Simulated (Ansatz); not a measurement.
Here is an Ansatz 0.2.0 calculation.

File input.yaml:

```yaml
crystal:
  lattice:
    - [4.1328681392, 0.0, 0.0]
    - [-2.0664340696, 3.5791687991, 0.0]
    - [0.0, 0.0, 5.008752]
  atoms:
    - { symbol: Ge, position: [0.3333333333, 0.6666666667, 0.75] }
    - { symbol: Ge, position: [0.6666666667, 0.3333333333, 0.25] }
    - { symbol: Fe, position: [0.3333333333, 0.6666666667, 0.25], spin: 3.0 }
    - { symbol: Fe, position: [0.6666666667, 0.3333333333, 0.75], spin: 3.0 }
    - { symbol: Fe, position: [0.0, 0.0, 0.5], spin: 3.0 }
    - { symbol: Fe, position: [0.0, 0.0, 0.0], spin: 3.0 }
kpoints:
  mp_grid: { grid: [8, 8, 6] }
scf:
  occupations: { method: fermi_dirac, width: 0.05 }
hamiltonian:
  xc: pbesol
  pseudopotentials: { kind: all_electron, lapw: { basis_error: 0.001 } }
magnetization:
  spin_polarized: true
output:
  forces: true
  stress: true
  eigenvalues: true
  populations: true
```

Potentials or basis: all-electron LAPW, scalar-relativistic.

The run is started by

```sh
$ ansatz run input.yaml --threads 4 --pin off --max-ram 14336MiB --backend cpu --events-out ev --progress --plain --runs-dir out
```

(1) Predict the pressure.

(2) What does it give for the band gap on the k mesh?

(3) What does it give for the Loewdin charges?

Results:

(1) -9.0 GPa.

(2) none (metal or under the smearing width).

(3) Ge -0.66; Fe +0.41, +0.58 e.
